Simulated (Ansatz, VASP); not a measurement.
**One calculation of CoSi2, two programs**

Contents of INCAR:

```
PREC = Accurate
ENCUT = 600
EDIFF = 1E-6
ISMEAR = 0
SIGMA = 0.1
LREAL = False
LASPH = True
NELM = 100
ALGO = Normal
ISIF = 3
LWAVE = False
LCHARG = False
GGA = PE
IBRION = 2
NSW = 100
EDIFFG = -0.005
```

KPOINTS

```
Automatic mesh
0
Gamma
  14 14 14
```

POSCAR

```
CoSi2
1.0
    0.0000000000      2.6564198400      2.6564198400
    2.6564198400      0.0000000000      2.6564198400
    2.6564198400      2.6564198400      0.0000000000
Co Si
1 2
Direct
    0.0000000000      0.0000000000      0.0000000000
    0.7500000000      0.7500000000      0.7500000000
    0.2500000000      0.2500000000      0.2500000000
```

Input for Ansatz:

```yaml
crystal:
  lattice:
    - [0.0, 2.65641984, 2.65641984]
    - [2.65641984, 0.0, 2.65641984]
    - [2.65641984, 2.65641984, 0.0]
  atoms:
    - { symbol: Co, position: [0.0, 0.0, 0.0] }
    - { symbol: Si, position: [0.75, 0.75, 0.75] }
    - { symbol: Si, position: [0.25, 0.25, 0.25] }
basis:
  ecutwfc: 420
kpoints:
  mp_grid: { grid: [14, 14, 14] }
hamiltonian:
  xc: pbe
scf:
  occupations: { method: gaussian, width: 0.1 }
output:
  forces: true
  stress: true
  eigenvalues: true
  write_density: true
  write_potential: true
  elf: true
  volumetric_format: npy
relax:
  adjacent_minimum: "off"
  f_tol: 0.005
  max_steps: 80
  cell: { stress_tol: 0.05 }
```

The cell comes from a database or a generator and needn't be the stable form of this composition.

Alike in both runs: task relaxation of cell and atoms; functional PBE; k mesh 14 × 14 × 14; occupations gaussian, width 0.1 eV; no spin polarisation.

|  | VASP | Ansatz |
| --- | --- | --- |
| version | VASP 6.6.1 | Ansatz 0.2.0 |
| potentials or method | VASP PAW PBE potentials, release 64 (Co, Si) | scalar-relativistic, plane waves, PAW |
| plane-wave cutoff (eV) | 600 | 420 |
| valence electrons in the cell | 17 | 25 |

Ansatz gave:

| Property | Result |
| --- | --- |
| gap on the k mesh at the Fermi level, each at its own relaxed structure (eV) | none |
| relaxed volume (Å³/atom) | 12.83 |
| relaxed cell length with the largest relative difference (Å) | 3.790 |
| energy change over the relaxation (meV/atom) | -5 |

Which values does VASP return?

gap on the k mesh at the Fermi level, each at its own relaxed structure (eV): none; relaxed volume (Å³/atom): 12.82; relaxed cell length with the largest relative difference (Å): 3.788; energy change over the relaxation (meV/atom): -5.

A gap of «none» marks a metal or a gap that the smearing closes. The two sets of potentials don't hold the same shells in valence.

Spin polarisation is off, so any magnetic state and its effect on volume and gap are missing.
